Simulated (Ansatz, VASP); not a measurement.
# One calculation of AlN, two programs

```
Al N
1.0
     2.19285    2.19285    0.00000
    -2.19285    2.19285    0.00000
     0.00000    2.19285    2.14653
Al N
1 1
Cartesian
  0.0000 0.0000 0.0000
  -1.0964 3.2893 1.0733
```

Change from the starting cell: film at in-plane strain +0.01.

Alike in both runs: task single point; functional LDA; k mesh 10 × 10 × 10; no spin polarisation.

|  | VASP | Ansatz |
| --- | --- | --- |
| version | VASP 6.6.1 | Ansatz 0.2.0 |
| potentials or method | VASP PAW LDA potentials, release 64 (Al, N), cutoff 520 eV | all-electron LAPW, scalar-relativistic |
| occupations | gaussian, width 0.01 eV | fixed |

|  | VASP | Ansatz | Ansatz less VASP |
| --- | --- | --- | --- |
| gap on the k mesh at the Fermi level (eV) | 3.11 | 3.12 | +0.014 |
| pressure (GPa) | -1.2 | -1.8 | -0.59 |
| largest component of the traceless stress (GPa) | 1.78 | 1.80 | +0.013 |

Ansatz ran all-electron here, so the differences hold the error of VASP's frozen core and of both bases.

A k mesh can miss the band edges.
